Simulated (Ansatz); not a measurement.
Computed with DFT PBE, scalar-relativistic, plane waves, PAW in Ansatz 0.2.0. Settings: cutoff 420 eV, Γ-centred meshes spaced at most about 0.3 Å⁻¹, and about 0.25 Å⁻¹ or finer for metals (2π included), Gaussian smearing. No spin polarisation.

Temperature and zero-point effects are left out.

Two relaxed structures of Mg7Te:

A.

```
Mg Te
1.0
     6.33065    0.00000    0.00000
    -3.16532    5.48250    0.00000
     0.00000    0.00000   10.86532
Mg Te
14 2
Direct
  0.50000 0.50000 0.00000
  0.83109 0.66219 0.75000
  0.83109 0.16891 0.75000
  0.16891 0.83109 0.25000
  0.66219 0.83109 0.25000
  0.50000 0.00000 0.50000
  0.66667 0.33333 0.25000
  0.50000 0.00000 0.00000
  0.50000 0.50000 0.50000
  0.00000 0.50000 0.50000
  0.16891 0.33781 0.25000
  0.00000 0.50000 0.00000
  0.33781 0.16891 0.75000
  0.33333 0.66667 0.75000
  0.00000 0.00000 0.50000
  0.00000 0.00000 0.00000
```

B.

```
Mg Te
1.0
     6.36058    0.00000    0.00000
    -3.18029    5.50843    0.00000
     0.00000    0.00000    5.38147
Mg Te
7 1
Direct
  0.50139 0.00279 0.00000
  0.65967 0.82984 0.50000
  0.66667 0.33333 0.50000
  0.99721 0.49861 0.00000
  0.17016 0.82984 0.50000
  0.17016 0.34033 0.50000
  0.50139 0.49861 0.00000
  0.00000 0.00000 0.00000
```

Question: Which is lower in energy, and by how much?

Answer: They are level within the accuracy (2 meV/atom apart, with A the lower in these runs). A has Mg and Te ordered on dhcp sites, space group P6_3/mmc (No. 194), 23.6 Å³/atom and no gap on its mesh; B has Mg and Te ordered on hcp sites, space group P-6m2 (No. 187), 23.6 Å³/atom and no gap. In A, Mg on a site of symmetry 2/m is surrounded by 10 Mg at 3.17–3.27 Å and 2 Te at 3.17 Å; Mg on a site of symmetry mm2 has 10 Mg at 3.12–3.27 Å and 2 Te at 3.29 Å; Te is surrounded by 12 Mg at 3.17–3.29 Å; 1 more site not described. In B, Mg on a site of symmetry mm2 is surrounded by 10 Mg at 3.15–3.25 Å and 2 Te at 3.18 Å; around Mg on a second site of symmetry mm2 lie 10 Mg at 3.11–3.25 Å and 2 Te at 3.28 Å; Te is surrounded by 12 Mg at 3.18–3.28 Å; 1 more site not described. Both come from invented guesses. The lowest form computed isn't among them: it has Mg and Te ordered on fcc sites, space group Fm-3m (No. 225), 23.6 Å³/atom and lies 37 meV/atom below the best shown.

For metals, differences of a few meV/atom aren't resolved. These runs have no spin–orbit coupling, which can matter for Te. Cells relaxed within their symmetry can be saddle points. Some structure types and database cells were kept out of the candidates from the start, so a known form may be missing.

The near-degeneracy of A and B follows from their shared motif: in both, Te occupies every second close-packed layer, directly above the Te below, and only the stacking of the intervening Mg layers changes. The fcc-based form has the same volume per atom yet lies 37 meV/atom below A, so packing density doesn't explain its advantage. More probably, it spreads Te more evenly, easing repulsion between negatively charged Te atoms and sharing the Mg around them more favourably.

All three are best seen as Mg metal with Te substituted on its sites. Te can take up only a small part of the valence electrons Mg supplies, so metallic behaviour is expected. The Mg–Te contacts of 3.17–3.29 Å are much longer than the bonds in tetrahedrally coordinated MgTe and close to the Mg–Mg spacings, which suggests that the host lattice sets them and that Te is poorly bonded. Since MgTe is the familiar compound of this system, separation into Mg and MgTe is the likely competitor, and the ranking of Mg7Te forms doesn't test it.
